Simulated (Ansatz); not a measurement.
Crystal: BaTiO3.

```xyz
10
Lattice="-3.8027 -0.0566 -0.0218 -0.0219 -0.0317 -4.1303 -0.1132 -7.9735 -0.0631" Properties=species:S:1:pos:R:3 pbc="T T T"
Ba   -0.2466   -3.9791   -3.7874
Ba   -0.0540   -0.2243   -3.8091
Ti   -1.7732   -1.6800   -2.1731
Ti   -2.0067   -6.1212   -2.0029
O    -1.8588   -1.9453   -0.1906
O    -1.8152   -5.5583   -0.3551
O    -2.1087   -3.6341   -2.2729
O    -2.0275   -0.2908   -2.3182
O    -3.7738   -2.1462   -1.9271
O    -0.1085   -6.6995   -2.1549
```

| Item | Value |
| --- | --- |
| Program | Ansatz 0.2.0 |
| Task | relaxation of cell and atoms |
| Functional | PBEsol |
| Dispersion | D3(BJ) |
| Potentials or basis | Ansatz PAW |
| Cutoff | 420 eV (not typed: the program's choice for these potentials) |
| k mesh | 7 × 7 × 4 |
| Occupations | fermi-dirac, width 0.05 eV |
| Spin | no spin polarisation |

At the start: volume 12.52 Å³/atom.

Q: Where does the relaxation end?

A: It ends after 11 steps and the volume is 12.35 Å³/atom (-1.4 %); space group R3m (No. 160, to 0.05 Å).

The path:
```
step  energy change (eV)  largest force (eV/Å)  volume (Å³)
   1              0.0000               26.3277       125.20
   2             -6.2365               10.8642       129.50
   3             -8.9491                3.2326       127.56
   4             -9.7998                1.3393       126.85
   5            -10.0380                0.1038       123.15
   6            -10.0443                0.0425       123.56
   7            -10.0450                0.0030       123.51
   8            -10.0488                0.0035       123.51
   9            -10.0498                0.0028       123.52
  10            -10.0499                0.0003       123.50
  11            -10.0501                0.0002       123.50
```

Final structure:
```cif
data_structure
_symmetry_space_group_name_H-M 'P 1'
_symmetry_Int_Tables_number 1
_cell_length_a 3.9499
_cell_length_b 3.9544
_cell_length_c 7.9069
_cell_angle_alpha 89.934
_cell_angle_beta 89.940
_cell_angle_gamma 89.941
_cell_volume 123.50
loop_
_atom_site_label
_atom_site_type_symbol
_atom_site_fract_x
_atom_site_fract_y
_atom_site_fract_z
_atom_site_occupancy
Ba1 Ba 0.99607 0.99567 0.49787 1
Ba2 Ba 0.99607 0.99567 0.99787 1
Ti1 Ti 0.48806 0.48699 0.24359 1
Ti2 Ti 0.48807 0.48699 0.74359 1
O1 O 0.50414 0.00831 0.25219 1
O2 O 0.50413 0.00830 0.75219 1
O3 O 0.50415 0.50446 0.50409 1
O4 O 0.50415 0.50446 0.00409 1
O5 O 0.00758 0.50458 0.25226 1
O6 O 0.00757 0.50457 0.75226 1
```

Caveat: the plane-wave basis is chosen anew once the cell has moved, so the energies of steps on either side of that aren't comparable; the pressure holds a Pulay correction of +0.6 GPa for the finite cutoff; the PAW data sets come from PBE, with cores solved anew for the run's functional, which leaves a small shift of forces and pressure.
